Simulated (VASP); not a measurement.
# WS2 in VASP: notebook, part 2 of 3

VASP 6.6.1.

## Step 3: Single point, PBE

This run uses another cell than the first one, of 38.31 Å³/atom, 0.724 times its volume.

File INCAR:

```
PREC     = Accurate       # precision mode
ENCUT    = 460            # plane-wave cutoff, eV
EDIFF    = 1E-7           # SCF threshold, eV
ISMEAR   = 0              # smearing method
SIGMA    = 0.05           # smearing width, eV
LREAL    = F              # projectors in reciprocal space
LASPH    = T              # aspherical terms in the spheres
NELM     = 120            # most SCF steps
ALGO     = Normal         # electronic algorithm
ISIF     = 2              # what is computed and relaxed
LWAVE    = F              # write WAVECAR
LCHARG   = F              # write CHGCAR
LDIPOL   = T            
IDIPOL   = 3            
DIPOL    = 0.5 0.5 0.500
GGA      = PE             # functional
NBANDS   = 24             # bands
LVHAR    = T            
LVACPOTAV= T
```

File KPOINTS:

```
regular mesh
0
Gamma
  8 8 1
```

File POSCAR:

```
WS2
1.0
    3.1800000000      0.0000000000      0.0000000000
   -1.5900000000      2.7539607800      0.0000000000
    0.0000000000      0.0000000000     13.1250000000
S W
2 1
Direct
    0.3333333333      0.6666666667      0.3809523810
    0.3333333333      0.6666666667      0.6190476190
    0.6666666667      0.3333333333      0.5000000000
```

Potentials or basis: VASP PAW PBE potentials, release 64 (S, W_sv).

Run with:

```console
$ cat potpaw_PBE.64/S/POTCAR potpaw_PBE.64/W_sv/POTCAR > POTCAR
$ mpirun -np 1 vasp_std > vasp.out
```

OUTCAR:

```text
PREC = Accurate
   ENCUT = 460
   EDIFF = 1E-7
   ISMEAR = 0
   LREAL = F
   LASPH = T
   NELM = 120
   ISIF = 2
   GGA = PE

 Found     10 irreducible k-points:

 Following reciprocal coordinates:
            Coordinates               Weight
  0.000000  0.000000  0.000000      1.000000
  0.125000  0.000000  0.000000      6.000000
  0.250000  0.000000  0.000000      6.000000
  0.375000 -0.000000  0.000000      6.000000
  0.500000  0.000000  0.000000      3.000000
  0.125000  0.125000  0.000000      6.000000
   k-points           NKPTS =     10   k-points in BZ     NKDIM =     10   number of bands    NBANDS=     24
   number of dos      NEDOS =    301   number of ions     NIONS =      3
   total plane-waves  NPLWV =  55296
   dimension x,y,z NGX =    24 NGY =   24 NGZ =   96
   dimension x,y,z NGXF=    48 NGYF=   48 NGZF=  192
   ions per type =               2   1
   NGX,Y,Z   is equivalent  to a cutoff of  12.55, 12.55, 12.16 a.u.
   NGXF,Y,Z  is equivalent  to a cutoff of  25.09, 25.09, 24.32 a.u.
 SYSTEM =  unknown system
   PREC   = accura    normal or accurate (medium, high low for compatibility)
   ISTART =      0    job   : 0-new  1-cont  2-samecut
   ICHARG =      2    charge: 1-file 2-atom 10-const
   ISPIN  =      1    spin polarized calculation?
   LNONCOLLINEAR =      F non collinear calculations
   LSORBIT =      F    spin-orbit coupling
   LASPH  =      T    aspherical Exc in radial PAW
   ENCUT  =  460.0 eV  33.81 Ry    5.81 a.u.   5.56  5.56 22.95*2*pi/ulx,y,z
   NELM   =    120;   NELMIN=  2; NELMDL= -5     # of ELM steps
   EDIFF  = 0.1E-06   stopping-criterion for ELM
   LREAL  =      F    real-space projection
   EDIFFG = 0.1E-05   stopping-criterion for IOM
   NSW    =      0    number of steps for IOM
   IBRION =     -1    ionic relax: 0-MD 1-quasi-New 2-CG
   NFREE  =      0    steps in history (QN), initial steepest desc. (CG)
   ISIF   =      2    stress and relaxation
   ISYM   =      2    0-nonsym 1-usesym 2-fastsym
   POTIM  = 0.5000    time-step for ionic-motion
   TEBEG  =    0.0;   TEEND  =   0.0 temperature during run
   PSTRESS=    0.0 pullay stress
   NELECT =      26.0000    total number of electrons
   NUPDOWN=      -1.0000    fix difference up-down
   EMIN   =  10.00;   EMAX   =-10.00  energy-range for DOS
   EFERMI =   0.00;   METHOD = LEGACY
   ISMEAR =     0;   SIGMA  =   0.05  broadening in eV -4-tet -1-fermi 0-gaus
   EFERMI_NEDOS =   21; number of points for ismear=-14 and -15
   IALGO  =     38    algorithm
   IMIX   =      4    mixing-type and parameters
     AMIX     =   0.40;   BMIX     =  1.00
     AMIX_MAG =   1.60;   BMIX_MAG =  1.00
  volume/ion in A,a.u.               =      38.31       258.56
  Fermi-wavevector in a.u.,A,eV,Ry     =   0.997481  1.884965 13.537361  0.994968
  Thomas-Fermi vector in A             =   2.129640
   LORBIT       =      0    0 simple, 1 ext, 2 COOP (PROOUT), +10 PAW based schemes
   GGA     = PE    functional components
   LHFCALC =     F    Hartree Fock is set to
   AEXX    =    0.0000 exact exchange contribution
   IVDW    =     0    specifies the selected vdW correction
   LEPSILON=     F    determine dielectric tensor
   LRPA    =     F    only Hartree local field effects (RPA)
 non-spin polarized calculation
 Gauss-broadening in eV      SIGMA  =   0.05
  energy-cutoff  :      460.00
  volume of cell :      114.94
 maximum number of plane-waves:      2613
 NGX is ok and might be reduce to    24
   NGX = 11   NGY = 11   NGZ = 45

 dipolmoment           0.000000      0.000000     -0.000000 electrons x Angstroem

 number of electron      26.0000000 magnetization

 dipolmoment           0.000000      0.000000      0.000000 electrons x Angstroem

 Free energy of the ion-electron system (eV)
  ---------------------------------------------------
  ext. energy  EPLUGINS =         0.00000000
  ---------------------------------------------------
  free energy    TOTEN  =       -23.67161166 eV

  energy without entropy =      -23.67161166  energy(sigma->0) =      -23.67161166

 E-fermi :   0.5295     XC(G=0):  -5.8425

 val. band max:        0.0833143342   @ k =   0.0000   0.0000   0.0000
 cond. band min:       2.2004154657   @ k =   0.3750   0.2500   0.0000
 fundamental gap:      2.1171011315
 Fermi energy:         0.5295058411

 k-point     1 :       0.0000    0.0000    0.0000
  band No.  band energies     occupation
      1     -73.9050      2.00000
      2     -38.1433      2.00000
      3     -37.9942      2.00000
      4     -37.9942      2.00000
      5     -14.6678      2.00000
      6     -13.0108      2.00000
[... 16 lines left out ...]
     23      10.7202      0.00000
     24      10.7202      0.00000

 k-point     2 :       0.1250    0.0000    0.0000
  band No.  band energies     occupation
      1     -73.9025      2.00000
      2     -38.1342      2.00000
      3     -38.0444      2.00000
      4     -38.0059      2.00000
      5     -14.4134      2.00000
      6     -12.9189      2.00000
[... 16 lines left out ...]
     23       9.8615      0.00000
     24      11.1734      0.00000

 k-point     3 :       0.2500    0.0000    0.0000
  band No.  band energies     occupation
      1     -73.8965      2.00000
      2     -38.1638      2.00000
      3     -38.1123      2.00000
      4     -38.0339      2.00000
      5     -13.7402      2.00000
      6     -12.6783      2.00000
[... 16 lines left out ...]
     23       9.8418      0.00000
     24      11.5741      0.00000

 k-point     4 :       0.3750   -0.0000    0.0000
  band No.  band energies     occupation
      1     -73.8905      2.00000
      2     -38.2807      2.00000
      3     -38.0904      2.00000
      4     -38.0618      2.00000
      5     -12.9375      2.00000
      6     -12.4033      2.00000
[... 16 lines left out ...]
     23      10.7638      0.00000
     24      10.9905      0.00000

 k-point     5 :       0.5000    0.0000    0.0000
  band No.  band energies     occupation
      1     -73.8880      2.00000
      2     -38.3285      2.00000
      3     -38.0812      2.00000
      4     -38.0733      2.00000
      5     -12.5409      2.00000
      6     -12.2761      2.00000
[... 16 lines left out ...]
     23      10.5240      0.00000
     24      10.5435      0.00000

 k-point     6 :       0.1250    0.1250    0.0000
  band No.  band energies     occupation
      1     -73.8983      2.00000
      2     -38.1236      2.00000
      3     -38.1188      2.00000
      4     -38.0313      2.00000
      5     -13.9480      2.00000
      6     -12.7511      2.00000
[... 16 lines left out ...]
     23      10.0276      0.00000
     24      10.9499      0.00000

 [... further k-points ...]

------------------------ aborting loop because EDIFF is reached ----------------------------------------

  FORCE on cell =-STRESS in cart. coord.  units (eV):
  Direction    XX          YY          ZZ          XY          YZ          ZX
  --------------------------------------------------------------------------------------
  -------------------------------------------------------------------------------------
  Total        0.4651943      0.4651943      0.6799535      0.0000000      0.0000000      0.0000000
  in kB        6.4842658      6.4842658      9.4777582      0.0000000      0.0000000      0.0000000
  external PRESSURE =       7.4820966 kB  Pullay stress =       0.0000000 kB

 VOLUME and BASIS-vectors are now :
 -----------------------------------------------------------------------------
  energy-cutoff  :      460.00
  volume of cell :      114.94
      direct lattice vectors                 reciprocal lattice vectors
     3.180000000  0.000000000  0.000000000     0.314465409  0.181556689  0.000000000
    -1.590000000  2.753960780  0.000000000     0.000000000  0.363113377  0.000000000
     0.000000000  0.000000000 13.125000000     0.000000000  0.000000000  0.076190476

 POSITION                                       TOTAL-FORCE (eV/Angst)
 -----------------------------------------------------------------------------------
     -0.00000      1.83597      5.00000         0.000000      0.000000     -0.227405
     -0.00000      1.83597      8.12500        -0.000000      0.000000      0.227405
      1.59000      0.91799      6.56250         0.000000      0.000000      0.000000
 -----------------------------------------------------------------------------------
    total drift:                               -0.000000      0.000000      0.000000

  FREE ENERGIE OF THE ION-ELECTRON SYSTEM (eV)
  ---------------------------------------------------
  free  energy   TOTEN  =       -23.6716116623 eV

  energy  without entropy=      -23.6716116623  energy(sigma->0) =      -23.67161166

 vacuum level on the upper side and lower side of the slab         5.803         5.803
```

Wall time 18 s (1 thread of Intel Xeon Platinum 8488C (Sapphire Rapids), shared host); peak memory 0.22 GiB.

The run converged, but some of its settings lie outside the range that counts as converged, so its numbers aren't taken as properties of the slab.

Results:

* Free energy: -23.6716 eV
* Largest force: 0.227 eV/Å
* Band gap on the k mesh: 2.12 eV, indirect (least direct gap 2.27 eV)
* Ionisation potential of the upper face: 5.72 eV

Caveat: spin-orbit coupling is left out, which moves the levels of the heavy elements.

## Step 4: Single point, PBE

This run uses another cell than the first one, of 44.15 Å³/atom, 0.834 times its volume.

INCAR is that of step 3.

KPOINTS is that of step 3.

File POSCAR:

```
WS2
1.0
    3.1800000000      0.0000000000      0.0000000000
   -1.5900000000      2.7539607800      0.0000000000
    0.0000000000      0.0000000000     15.1250000000
S W
2 1
Direct
    0.3333333333      0.6666666667      0.3966942149
    0.3333333333      0.6666666667      0.6033057851
    0.6666666667      0.3333333333      0.5000000000
```

Potentials or basis: VASP PAW PBE potentials, release 64 (S, W_sv).

Run with:

```console
$ cat potpaw_PBE.64/S/POTCAR potpaw_PBE.64/W_sv/POTCAR > POTCAR
$ mpirun -np 1 vasp_std > vasp.out
```

OUTCAR:

```text
PREC = Accurate
   ENCUT = 460
   EDIFF = 1E-7
   ISMEAR = 0
   LREAL = F
   LASPH = T
   NELM = 120
   ISIF = 2
   GGA = PE

 Found     10 irreducible k-points:

 Following reciprocal coordinates:
            Coordinates               Weight
  0.000000  0.000000  0.000000      1.000000
  0.125000  0.000000  0.000000      6.000000
  0.250000  0.000000  0.000000      6.000000
  0.375000 -0.000000  0.000000      6.000000
  0.500000  0.000000  0.000000      3.000000
  0.125000  0.125000  0.000000      6.000000
   k-points           NKPTS =     10   k-points in BZ     NKDIM =     10   number of bands    NBANDS=     24
   number of dos      NEDOS =    301   number of ions     NIONS =      3
   total plane-waves  NPLWV =  62208
   dimension x,y,z NGX =    24 NGY =   24 NGZ =  108
   dimension x,y,z NGXF=    48 NGYF=   48 NGZF=  216
   ions per type =               2   1
   NGX,Y,Z   is equivalent  to a cutoff of  12.55, 12.55, 11.87 a.u.
   NGXF,Y,Z  is equivalent  to a cutoff of  25.09, 25.09, 23.74 a.u.
 SYSTEM =  unknown system
   PREC   = accura    normal or accurate (medium, high low for compatibility)
   ISTART =      0    job   : 0-new  1-cont  2-samecut
   ICHARG =      2    charge: 1-file 2-atom 10-const
   ISPIN  =      1    spin polarized calculation?
   LNONCOLLINEAR =      F non collinear calculations
   LSORBIT =      F    spin-orbit coupling
   LASPH  =      T    aspherical Exc in radial PAW
   ENCUT  =  460.0 eV  33.81 Ry    5.81 a.u.   5.56  5.56 26.45*2*pi/ulx,y,z
   NELM   =    120;   NELMIN=  2; NELMDL= -5     # of ELM steps
   EDIFF  = 0.1E-06   stopping-criterion for ELM
   LREAL  =      F    real-space projection
   EDIFFG = 0.1E-05   stopping-criterion for IOM
   NSW    =      0    number of steps for IOM
   IBRION =     -1    ionic relax: 0-MD 1-quasi-New 2-CG
   NFREE  =      0    steps in history (QN), initial steepest desc. (CG)
   ISIF   =      2    stress and relaxation
   ISYM   =      2    0-nonsym 1-usesym 2-fastsym
   POTIM  = 0.5000    time-step for ionic-motion
   TEBEG  =    0.0;   TEEND  =   0.0 temperature during run
   PSTRESS=    0.0 pullay stress
   NELECT =      26.0000    total number of electrons
   NUPDOWN=      -1.0000    fix difference up-down
   EMIN   =  10.00;   EMAX   =-10.00  energy-range for DOS
   EFERMI =   0.00;   METHOD = LEGACY
   ISMEAR =     0;   SIGMA  =   0.05  broadening in eV -4-tet -1-fermi 0-gaus
   EFERMI_NEDOS =   21; number of points for ismear=-14 and -15
   IALGO  =     38    algorithm
   IMIX   =      4    mixing-type and parameters
     AMIX     =   0.40;   BMIX     =  1.00
     AMIX_MAG =   1.60;   BMIX_MAG =  1.00
  volume/ion in A,a.u.               =      44.15       297.96
  Fermi-wavevector in a.u.,A,eV,Ry     =   0.951421  1.797924 12.316008  0.905201
  Thomas-Fermi vector in A             =   2.079889
   LORBIT       =      0    0 simple, 1 ext, 2 COOP (PROOUT), +10 PAW based schemes
   GGA     = PE    functional components
   LHFCALC =     F    Hartree Fock is set to
   AEXX    =    0.0000 exact exchange contribution
   IVDW    =     0    specifies the selected vdW correction
   LEPSILON=     F    determine dielectric tensor
   LRPA    =     F    only Hartree local field effects (RPA)
 non-spin polarized calculation
 Gauss-broadening in eV      SIGMA  =   0.05
  energy-cutoff  :      460.00
  volume of cell :      132.46
 maximum number of plane-waves:      3029
 NGX is ok and might be reduce to    24
   NGX = 11   NGY = 11   NGZ = 53

 number of electron      25.9999995 magnetization

 dipolmoment           0.000000      0.000000      0.000000 electrons x Angstroem

 Free energy of the ion-electron system (eV)
  ---------------------------------------------------
  ext. energy  EPLUGINS =         0.00000000
  ---------------------------------------------------
  free energy    TOTEN  =       -23.67122618 eV

  energy without entropy =      -23.67122618  energy(sigma->0) =      -23.67122618

 E-fermi :  -0.2232     XC(G=0):  -5.0876

 val. band max:       -0.6837464627   @ k =   0.0000   0.0000   0.0000
 cond. band min:       1.4329903722   @ k =   0.3750   0.2500   0.0000
 fundamental gap:      2.1167368349
 Fermi energy:        -0.2232161682

 k-point     1 :       0.0000    0.0000    0.0000
  band No.  band energies     occupation
      1     -74.6724      2.00000
      2     -38.9107      2.00000
      3     -38.7616      2.00000
      4     -38.7616      2.00000
      5     -15.4352      2.00000
      6     -13.7783      2.00000
[... 16 lines left out ...]
     23       8.5774      0.00000
     24       9.9527      0.00000

 k-point     2 :       0.1250    0.0000    0.0000
  band No.  band energies     occupation
      1     -74.6699      2.00000
      2     -38.9016      2.00000
      3     -38.8118      2.00000
      4     -38.7733      2.00000
      5     -15.1809      2.00000
      6     -13.6864      2.00000
[... 16 lines left out ...]
     23       8.9876      0.00000
     24       9.0453      0.00000

 k-point     3 :       0.2500    0.0000    0.0000
  band No.  band energies     occupation
      1     -74.6639      2.00000
      2     -38.9312      2.00000
      3     -38.8798      2.00000
      4     -38.8013      2.00000
      5     -14.5076      2.00000
      6     -13.4457      2.00000
[... 16 lines left out ...]
     23       8.8015      0.00000
     24       9.7390      0.00000

 k-point     4 :       0.3750   -0.0000    0.0000
  band No.  band energies     occupation
      1     -74.6579      2.00000
      2     -39.0482      2.00000
      3     -38.8578      2.00000
      4     -38.8292      2.00000
      5     -13.7049      2.00000
      6     -13.1708      2.00000
[... 16 lines left out ...]
     23       9.6451      0.00000
     24       9.9280      0.00000

 k-point     5 :       0.5000    0.0000    0.0000
  band No.  band energies     occupation
      1     -74.6554      2.00000
      2     -39.0959      2.00000
      3     -38.8487      2.00000
      4     -38.8408      2.00000
      5     -13.3083      2.00000
      6     -13.0435      2.00000
[... 16 lines left out ...]
     23       9.5398      0.00000
     24       9.7972      0.00000

 k-point     6 :       0.1250    0.1250    0.0000
  band No.  band energies     occupation
      1     -74.6657      2.00000
      2     -38.8910      2.00000
      3     -38.8862      2.00000
      4     -38.7987      2.00000
      5     -14.7154      2.00000
      6     -13.5186      2.00000
[... 16 lines left out ...]
     23       9.0034      0.00000
     24       9.4592      0.00000

 [... further k-points ...]

------------------------ aborting loop because EDIFF is reached ----------------------------------------

  FORCE on cell =-STRESS in cart. coord.  units (eV):
  Direction    XX          YY          ZZ          XY          YZ          ZX
  --------------------------------------------------------------------------------------
  -------------------------------------------------------------------------------------
  Total        0.4664039      0.4664039      0.6801661     -0.0000000      0.0000000      0.0000000
  in kB        5.6414729      5.6414729      8.2270727     -0.0000000      0.0000000      0.0000000
  external PRESSURE =       6.5033395 kB  Pullay stress =       0.0000000 kB

 VOLUME and BASIS-vectors are now :
 -----------------------------------------------------------------------------
  energy-cutoff  :      460.00
  volume of cell :      132.46
      direct lattice vectors                 reciprocal lattice vectors
     3.180000000  0.000000000  0.000000000     0.314465409  0.181556689  0.000000000
    -1.590000000  2.753960780  0.000000000     0.000000000  0.363113377  0.000000000
     0.000000000  0.000000000 15.125000000     0.000000000  0.000000000  0.066115702

 POSITION                                       TOTAL-FORCE (eV/Angst)
 -----------------------------------------------------------------------------------
     -0.00000      1.83597      6.00000         0.000000     -0.000000     -0.227450
     -0.00000      1.83597      9.12500         0.000000      0.000000      0.227450
      1.59000      0.91799      7.56250        -0.000000      0.000000      0.000000
 -----------------------------------------------------------------------------------
    total drift:                                0.000000      0.000000      0.000000

  FREE ENERGIE OF THE ION-ELECTRON SYSTEM (eV)
  ---------------------------------------------------
  free  energy   TOTEN  =       -23.6712261838 eV

  energy  without entropy=      -23.6712261838  energy(sigma->0) =      -23.67122618

 vacuum level on the upper side and lower side of the slab         5.037         5.037
```

It took 23 s on 1 thread of Intel Xeon Platinum 8488C (Sapphire Rapids), shared host; peak memory 0.24 GiB.

The run converged, but some of its settings lie outside the range that counts as converged, so its numbers aren't taken as properties of the slab.

Results:

```yaml
Free_energy: -23.6712 eV
Largest_force: 0.227 eV/Å
Band_gap_on_the_k_mesh: 2.12 eV, indirect (least direct gap 2.27 eV)
Ionisation_potential_of_the_upper_face: 5.72 eV
```

Caveat: spin-orbit coupling is left out, which moves the levels of the heavy elements.

[end of part 2 of 3]
